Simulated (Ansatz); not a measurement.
# Iron, fcc under m-r²SCAN: ground state and equation of state

What does m-r²SCAN give for iron in the fcc structure? We relax it, solve it on a dense k-mesh, then scale the cell to 7 volumes from 88 to 112 % of the relaxed one and try a fit of the equation of state. The start is antiferromagnetic (type I, layers along [001]). The k-meshes are 12×12×9 for the relaxation; 21×21×15 for the dense run; 15×15×10 for the volumes.

Computed with Ansatz 0.2.0 (DFT m-r2SCAN, plane waves (500 eV) with PAW, scalar-relativistic; PBE-made PAW files; m-r²SCAN is r²SCAN on the gauge-invariant kinetic-energy density, unless a step says otherwise).

## 1. The system as given

It takes space group Fm-3m (No. 225, cubic). Conventional cell: a = 3.612 Å, b = 3.612 Å, c = 3.612 Å, α = 90.00°, β = 90.00°, γ = 90.00°. Fe (site symmetry m-3m) has 12 Fe at 2.55 Å as nearest neighbours.

Coordinates:

```
Fe
1.0
     2.55376    0.00000    0.00000
     0.00000    2.55376    0.00000
     0.00000    0.00000    3.61156
Fe
2
Direct
  0.00000 0.00000 0.00000
  0.50000 0.50000 0.50000
```

Starting moments (μB): +2.5, -2.5.

## 2. Relaxation of the cell

File input.yaml:

```yaml
crystal:
  lattice:
    - [2.5537611755, 0.0, 0.0]
    - [0.0, 2.5537611755, 0.0]
    - [0.0, 0.0, 3.6115636895]
  atoms:
    - { symbol: Fe, position: [0.0, 0.0, 0.0], spin: 2.5 }
    - { symbol: Fe, position: [0.5, 0.5, 0.5], spin: -2.5 }
hamiltonian:
  xc: mr2scan
  pseudopotentials:
    kind: paw
    azcp:
      Fe: "pseudopotentials/Fe.paw.azcp"
basis:
  ecutwfc: 500
  fft_grid_basis: typed
kpoints:
  mp_grid: { grid: [12, 12, 9], shift: [0, 0, 0] }
magnetization:
  spin_polarized: true
scf:
  occupations: { method: fermi_dirac, width: 0.05 }
relax:
  max_steps: 60
  f_tol: 0.01
  cell: {}
```

The runs that follow: Single point on a dense mesh; Equation of state: 88 %; Equation of state: 92 %; Equation of state: 96 %; Equation of state: 100 %; Equation of state: 104 %; Equation of state: 108 %; Equation of state: 112 %.

What does the calculation give? Wanted: space group; conventional cell; volume; shortest distance; gap on the mesh; magnetic state; relative to bcc, ferromagnetic.

**Answer**, as computed:

| quantity | value |
| --- | --- |
| space group (spins left aside) | I4/mmm (No. 139) |
| conventional cell | a = 2.397 Å, c = 3.541 Å (c/a = 1.477) |
| volume | 10.176 Å³/atom |
| shortest distance | 2.397 Å |
| gap on the mesh | none (levels filled in part) |
| magnetic state | antiferromagnetic, up to 1.13 μB per atom |
| relative to bcc, ferromagnetic | +10 meV/atom |

What this shows: From the guessed start the volume shrank by 13.6 % in 9 steps. The cell has left its prototype: it ends as I4/mmm. What follows belongs to that structure, not to the type named at the start. Against the reference form of iron (bcc, ferromagnetic, computed apart with the same settings) it stands 10 meV/atom higher. The final state is antiferromagnetic (largest moment 1.13 μB). Levels at the Fermi energy are filled in part, as in a metal.
